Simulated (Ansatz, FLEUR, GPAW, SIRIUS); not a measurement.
## One calculation of YN, 5 ways

```xyz
2
Lattice="0.0000 2.4385 2.4385 2.4385 0.0000 2.4385 2.4385 2.4385 0.0000" Properties=species:S:1:pos:R:3 pbc="T T T"
Y     0.0000    0.0000    0.0000
N     2.4385    2.4385    2.4385
```

Alike in all runs: task equation of state; functional PBEsol; k mesh 9 × 9 × 9; occupations fermi-dirac, width 0.05 eV; no spin polarisation; no spin-orbit coupling.

```tsv
program and potentials	plane-wave cutoff (eV)	notes	equilibrium volume (Å³/atom)	bulk modulus (GPa)
Ansatz, Ansatz PAW	420	potentials made for PBE, which Ansatz adapts in part	14.32	171.4
Ansatz, all-electron LAPW, scalar-relativistic	-	-	?	?
GPAW, PAW data sets generated for this functional	800	-	14.26	171.0
SIRIUS, PseudoDojo 0.4.1 PBEsol standard (scalar relativistic)	1152	-	14.32	171.0
FLEUR, all-electron, FLAPW	-	-	14.32	171.2
```

Problem. Estimate from the other rows what the run with Ansatz, all-electron LAPW, scalar-relativistic gave.

Solution. Equilibrium volume 14.32 Å³/atom; bulk modulus 170.9 GPa. The other rows, which needn't bracket it: equilibrium volume 14.26 to 14.32; bulk modulus 171.0 to 171.4.
